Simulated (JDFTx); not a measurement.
Pd under changes of volume

One of the cells (14.750 Å³/atom); the others are scaled copies at fixed shape and fractional positions:

```
Pd
1.0
     0.00000    1.94650    1.94650
     1.94650    0.00000    1.94650
     1.94650    1.94650    0.00000
Pd
1
Direct
  0.00000 0.00000 0.00000
```

| Quantity | Value |
| --- | --- |
| Program | JDFTx 1.7.0 (patched build) |
| Functional | LDA |
| Potentials or basis | PseudoDojo-SR-LDA-0.4.1-standard with smoothed tails |
| Cutoff | 1116 eV |
| Density cutoff | 4463 eV |
| k mesh | 12 × 12 × 12 |
| Occupations | fermi-dirac, width 0.05 eV |
| Spin | no spin polarisation |

```csv
volume (Å³/atom),energy over the lowest point (meV/atom),pressure (GPa)
13.865,3.47,4.6
14.160,0.00,-0.5
14.455,5.33,-4.9
14.750,18.33,-8.8
15.045,37.99,-12.2
15.340,?,?
15.635,93.80,-17.7
```

Task: What does the run at 15.340 Å³/atom give?

Result: Energy over the lowest point 63.39 meV/atom; pressure -15.1 GPa.

Worked out: A Birch-Murnaghan fit of order 3 (a polynomial in V^(-2/3)) to the other rows has its minimum at 14.12 Å³/atom with B0 = V·E''(V) = 233 GPa and B' = 5.7. It gives 63.40 meV/atom at 15.340 Å³/atom, against the run's 63.39, and -dE/dV = -15.2 GPa, against -15.1.

Energies are extrapolated to zero smearing.

Caveats: this set's palladium file may shift the pressure by some GPa.
